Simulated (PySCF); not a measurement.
# C2H2O4: the cost of one run

Program: PySCF 2.14.0. Level of theory: levels as typed in each script, gas phase, geometry from GFN2-xTB. These are calculated values, not measurements.

### 1 The system as given

SMILES `OC(=O)C(O)=O`, 8 atoms, charge 0, spin multiplicity 1.

Bond lengths: O1–C2 1.323 Å, O1–H7 0.972 Å, C2–O3 1.198 Å, C2–C4 1.543 Å, C4–O5 1.323 Å, C4–O6 1.198 Å, O5–H8 0.972 Å. Angles: C2–O1–H7 111.3°, O1–C2–O3 125.0°, O1–C2–C4 110.8°, O3–C2–C4 124.2°, C2–C4–O5 110.8°, C2–C4–O6 124.2°, O5–C4–O6 125.0°, C4–O5–H8 111.3°.

As a file:

```xyz
8
C2H2O4
O    -1.47453    0.94738    0.00000
C    -0.75429   -0.16287    0.00000
O    -1.20367   -1.27301    0.00000
C     0.75429    0.16287    0.00000
O     1.47453   -0.94738    0.00000
O     1.20367    1.27301    0.00000
H    -2.42633    0.75003    0.00000
H     2.42633   -0.75003    0.00000
```

### 2 Stretching a bond (def2-svp)

File input.py:

```python
import numpy as np
from pyscf import gto, scf, mcscf

mol = gto.M(atom='''
O     -1.47453     0.94738     0.00000
C     -0.75429    -0.16287     0.00000
O     -1.20367    -1.27301     0.00000
C      0.75429     0.16287     0.00000
O      1.47453    -0.94738     0.00000
O      1.20367     1.27301     0.00000
H     -2.42633     0.75003     0.00000
H      2.42633    -0.75003     0.00000
''', basis='def2-svp', charge=0, spin=0, verbose=4)
# stretch the bond between atoms 2 and 3, from long to short, fragments rigid
a, b, move = 1, 2, [2]
xyz = mol.atom_coords(unit='Angstrom')
u = xyz[b] - xyz[a]
r0 = np.linalg.norm(u)
rows, last, dm_u = [], None, None
for r in [3.5, 2.75, 2.25, 1.94, 1.69, 1.5, 1.37, 1.25, 1.15]:
    new = xyz.copy()
    new[move] += u / r0 * (r - r0)
    m = mol.set_geom_(new, unit='Angstrom', inplace=False)
    rhf = scf.RHF(m).density_fit(auxbasis='def2-universal-jkfit').run()
    uhf = scf.UHF(m).density_fit(auxbasis='def2-universal-jkfit').newton()
    if dm_u is None:
        c = rhf.mo_coeff
        h = m.nelectron // 2 - 1
        ca, cb = c.copy(), c.copy()
        ca[:, h], cb[:, h] = (c[:, h] + c[:, h + 1]) / 2**.5, (c[:, h] - c[:, h + 1]) / 2**.5
        dm_u = np.array([x[:, :h + 1] @ x[:, :h + 1].T for x in (ca, cb)])
    uhf.kernel(dm0=dm_u)
    for _ in range(3):
        c, _, stable, _ = uhf.stability(return_status=True)
        if stable:
            break
        uhf.kernel(c, uhf.mo_occ)
    dm_u = uhf.make_rdm1()
    mc = mcscf.CASSCF(rhf, 4, 4)
    mc.natorb = True
    mc.fix_spin_(ss=0)
    guess = mcscf.addons.make_natural_orbitals(uhf)[1] if last is None else mcscf.project_init_guess(mc, last.mo_coeff, last.mol)
    mc.kernel(guess)
    last = mc
    act = slice(mc.ncore, mc.ncore + mc.ncas)
    print('r %.3f  RHF %.6f  UHF %.6f  <S^2> %.3f  CASSCF %.6f  occupations' % (r, rhf.e_tot, uhf.e_tot, uhf.spin_square()[0], mc.e_tot), mc.mo_occ[act].round(4))
    rows.append((new, rhf.e_tot, uhf.e_tot, uhf.spin_square()[0], mc.e_tot, mc.mo_occ[act], mc.mo_coeff[:, act], dm_u[0] - dm_u[1], rhf.converged and uhf.converged and mc.converged))
    np.savez('result.npz', **{k: [row[i] for row in rows] for i, k in enumerate('xyz rhf uhf s2 cas occ c spin ok'.split())})
```

The run is started by

```console
> OMP_NUM_THREADS=1 python input.py
```

What time and memory should one allow on 1 thread of Intel Xeon 6975P-C (Granite Rapids), shared host?

About 2.5 min, with a peak of 0.24 GiB.
